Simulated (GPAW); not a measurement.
ZnO (zincite), 4 atoms in the cell. It takes space group P6_3mc (No. 186, hexagonal). The conventional cell has a = 3.249 Å, b = 3.249 Å, c = 5.206 Å, α = 90.00°, β = 90.00°, γ = 120.00°. Zn (site symmetry 3m) is surrounded by 4 O at 1.97 to 1.98 Å. Around O (site symmetry 3m) lie 4 Zn at 1.97 to 1.98 Å. 

* Program: GPAW 26.7.0
* Task: dielectric tensor
* Functional: PBEsol
* Potentials or basis: PAW data sets generated in the run's folder for this functional
* Cutoff: 650 eV
* Basis: pw
* k mesh: 8 × 8 × 4
* Occupations: fermi-dirac, width 0.001 eV
* Spin: no spin polarisation
* Response ecut: 80 eV
* Maxiter: 150
* Response k mesh: 13 × 13 × 7
* Response bands: 58
* Kernels: ["RPA"]
* Coarser k mesh: 13 × 13 × 7

Potentials or basis: PAW data sets generated in the run's folder for this functional, pw.

Run with:

```console
$ gpaw-setup -f PBEsol O Zn
$ OMP_NUM_THREADS=1 python run.py
```

Hardware: 1 thread of Arm Neoverse V1, with other jobs on the host.

Problem. Estimate the wall time of this run.

Solution. Wall time 6 min on 1 thread of Arm Neoverse V1, with other jobs on the host, peak memory 0.63 GiB. Counts: scf iterations 26, plane waves 1822, bands 31, k points 35.
